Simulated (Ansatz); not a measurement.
# GaN at 9 GPa: from Born charge to LO–TO splitting and polaron coupling

These are results of Ansatz 0.2.0, DFT PBE, scalar-relativistic, plane waves, PAW, not measurements. Settings: 420 eV plane-wave cutoff, Γ-centred 10×10×10 mesh, fixed occupations. No spin polarisation. Phonons by linear response, acoustic sum rule imposed.

The cell, relaxed at 9 GPa:
```
Ga N
1.0
     0.00000    2.23881    2.23881
     2.23881    0.00000    2.23881
     2.23881    2.23881    0.00000
Ga N
1 1
Direct
  0.00000 0.00000 0.00000
  0.75000 0.75000 0.75000
```

Other phases may be more stable at this pressure. The run warned that the force constants aren't converged on this k mesh, so the frequencies and all that is formed from them are rough.

Linear response gives ν_TO = 554.1 cm⁻¹, Born charges ±2.661 e (positive on Ga) and ε∞ = 5.848. The primitive cell holds 22.443 Å³, and the masses are 69.723 and 14.007 amu.

Task: Find ν_LO and the static dielectric constant.

Result: The long-wave field adds a restoring force: ω_LO² − ω_TO² = Z*²e²/(ε_vac ε∞ μV). In these units ν_LO² − ν_TO² = 4.92064×10⁷ Z*²/(μ V ε∞) cm⁻², with μ = m₁m₂/(m₁ + m₂) = 11.664 amu: 227656 cm⁻². So ν_LO = √(554.1² + 227656) = 731.2 cm⁻¹, and the run gives 731.2. Lyddane–Sachs–Teller then gives ε0 = ε∞ (ν_LO/ν_TO)² = 10.18, against 10.18 in the run (it forms both from the same three quantities, so the match checks the arithmetic only). Between ν_TO and ν_LO the dielectric function is negative and an undamped crystal reflects fully: a reststrahlen band from 13.7 to 18.0 μm.

Task: What do the Clausius–Mossotti polarisability and the Szigeti charge come to?

Result: With the Lorentz local field, α = (3V/4π)(ε∞ − 1)/(ε∞ + 2) = 3.31 Å³ for the pair, and e_S = 3Z*/(ε∞ + 2) = 1.02 e. The Born charge includes the electrons' response to the dipole's own local field, and e_S takes that enhancement out. The Lorentz field assumes point-like polarisable ions, a poor picture once ε∞ is this large, since the electron clouds then overlap or are shared, so both numbers are formal here.

Task: How strongly does a slow electron couple to the LO mode?

Result: For one isotropic parabolic band, Fröhlich's constant is α_F = (1/ε∞ − 1/ε0) √(m* Ry/ħω_LO), with Ry = 13.606 eV, ħω_LO = 90.7 meV and m* in free-electron masses: α_F = 0.0728 × 12.25 × √m* = 0.89 √m*. The band mass isn't part of this run; for m* = 0.1, 0.3 and 1 it gives 0.28, 0.49, 0.89. In weak coupling the polaron lies α_F ħω_LO below the band edge (44 meV at m* = 0.3) with a mass m*(1 + α_F/6); past α_F of about 5 or 6 that expansion fails. A semilocal functional's ε∞ tends to be too large, which taken alone lowers α_F.

This zinc-blende form isn't the usual stable structure of the compound at low pressure.

Cost: 1 run of about 1 core-minutes, on Arm Neoverse V1 (shared hosts).